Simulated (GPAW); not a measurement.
LiF (Griceite):

```xyz
2
Lattice="0.0000 2.0140 2.0140 2.0140 0.0000 2.0140 2.0140 2.0140 0.0000" Properties=species:S:1:pos:R:3 pbc="T T T"
F     2.0140    2.0140    2.0140
Li    0.0000    0.0000    0.0000
```

Base run:

```yaml
Program: GPAW 26.7.0
Functional: PBE
Potentials_or_basis: PAW data sets generated in the run's folder for this functional
Cutoff: 800 eV
Basis: pw
k_mesh: 11 × 11 × 11
Occupations: fermi-dirac, width 0.05 eV
Spin: no spin polarisation
```

Its results: band gap on the k mesh 9.06 eV, direct.

The run is repeated on the same cell with these changes: potentials or basis from PAW data sets generated in the run's folder for this functional to GPAW PAW data sets (gpaw-data 1.2.1); basis from pw to lcao:dzp. What comes out?

Band gap on the k mesh 8.96 eV, direct.

Caveats: the basis of atomic orbitals isn't converged, which shifts pressures, moduli and gaps (some runs).

Not every run made on this cell is shown here.
